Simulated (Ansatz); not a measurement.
Crystal: PtSe2 (Sudovikovite).

```
Pt Se
1.0
     3.72400    0.00000    0.00000
    -1.86200    3.22508    0.00000
     0.00000    0.00000    5.06200
Pt Se
1 2
Direct
  0.00000 0.00000 0.00000
  0.66667 0.33333 0.75000
  0.33333 0.66667 0.25000
```

- Program: Ansatz 0.2.0
- Task: relaxation of cell and atoms
- Functional: BLYP
- Potentials or basis: Ansatz PAW
- Cutoff: 420 eV (not typed: the program's choice for these potentials)
- k mesh: 8 × 8 × 5
- Occupations: fermi-dirac, width 0.05 eV
- Spin: no spin polarisation

At the start: volume 20.27 Å³/atom.

Question: How do energy, volume and symmetry change on relaxing?

Answer: It ends after 33 steps and the volume is 38.49 Å³/atom (+90.0 %); space group P-3m1 (No. 164, to 0.05 Å).

Step by step:
```tsv
step	energy change (eV)	largest force (eV/Å)	volume (Å³)
1	0.0000	1.0276	60.80
2	-0.3086	0.3541	69.69
3	-0.3422	0.3087	73.22
4	-0.3794	0.1625	74.90
5	-0.3875	0.0172	76.05
6	-0.3880	0.0156	75.45
7	-0.3881	0.0012	75.46
8	-0.4065	0.0061	75.46
9	-0.4179	0.0072	77.19
10	-0.4313	0.0238	80.11
11	-0.4392	0.0198	83.03
12	-0.4400	0.0325	86.06
13	-0.4407	0.0017	85.43
14	-0.4407	0.0074	85.24
15	-0.4467	0.0055	85.24
16	-0.4497	0.0053	86.83
17	-0.4538	0.0271	89.95
18	-0.4565	0.0207	92.93
19	-0.4562	0.0243	96.13
20	-0.4568	0.0078	95.06
21	-0.4603	0.0091	95.06
22	-0.4617	0.0051	96.82
23	-0.4635	0.0060	100.14
24	-0.4646	0.0083	102.97
25	-0.4646	0.0089	103.35
26	-0.4645	0.0005	104.73
27	-0.4645	0.0022	104.89
28	-0.4669	0.0033	104.89
29	-0.4673	0.0012	106.09
30	-0.4681	0.0154	109.20
31	-0.4685	0.0198	112.30
32	-0.4681	0.0008	115.48
33	-0.4703	0.0017	115.48
```

Final structure:
```
Pt Se
1.0
     3.82036    0.00000    0.00000
    -1.91018    3.30853    0.00000
     0.00000    0.00000    9.13657
Pt Se
1 2
Direct
  0.00000 0.00000 0.00000
  0.66667 0.33333 0.85443
  0.33333 0.66667 0.14557
```

Caveat: the volume moved by over 15 % at a fixed basis, so the end points are rough; the plane-wave basis is chosen anew once the cell has moved, so the energies of steps on either side of that aren't comparable; the volume moved by +90 % from the deposited cell, more than functionals usually miss; the PAW data sets come from PBE, with cores solved anew for the run's functional, which leaves a small shift of forces and pressure.
